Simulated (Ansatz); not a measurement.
Rocksalt SrO, relaxed with r2SCAN in the PAW code Ansatz: it is cubic, Fm-3m (No. 225); conventional cell a = 5.160 Å, 17.17 Å³ an atom. Sr has 6 O at 2.58 Å; O has 6 Sr at 2.58 Å. It was then strained (epitaxial in the plane normal to [111]), atoms relaxed again within the symmetry left. Unstrained, HSE06 gives 4.794 eV (Γ → X, 6×6×6 mesh), and the band edges keep their places in every row. The normal direction was relaxed to zero stress. Only one sign of strain is shown, since it lowers the symmetry, and equivalent edge states can then move with another slope on the other side. Stress is positive in compression. The values are computed, spin-unpolarised, and not measurements.

Axes as in this cell:
```
Sr O
1.0
     0.00000    2.57989    2.57989
     2.57989    0.00000    2.57989
     2.57989    2.57989    0.00000
Sr O
1 1
Cartesian
  0.0000 0.0000 0.0000
  2.5799 2.5799 2.5799
```

```tsv
strain (%)	ε	ΔE_g, HSE06 (eV)	Δin-plane stress (σ_xx − σ_xy), r2SCAN (GPa)
+1.0	+0.0100	-0.025	-1.80
+2.62	+0.0262	-0.074	-4.49
+3.0	+0.0300	-0.087	-5.09
+4.0	+0.0400	-0.123	-6.58
```

Task: Fit ΔE_g = a x + b x² to these rows by least squares, with x = ε.

Result: The normal equations take Σx² = 3.286e-03, Σx³ = 1.100e-04, Σx⁴ = 3.851e-06, ΣxΔE = -9.719e-03 and Σx²ΔE = -3.284e-04, and give a = -2.34 eV, b = -18.5 eV; the largest residual is 0.000 eV.

Task: Fit the change of in-plane stress (σ_xx − σ_xy) in the same way.

Result: Δin-plane stress (σ_xx − σ_xy) = -184.9 x + (509) x² GPa. The slope, 185 GPa, is the biaxial modulus of the film.

Task: Predict the withheld row at +2.0 % (x = +0.0200).

Result: ΔE_g ≈ -2.34 × (+0.0200) + (-18.5) × (+0.0200)² = -0.054 eV, and Δin-plane stress (σ_xx − σ_xy) ≈ -3.49 GPa. The runs give -0.054 eV and -3.50 GPa, off by 0.000 eV and -0.01 GPa.

Spin-orbit coupling is left out.
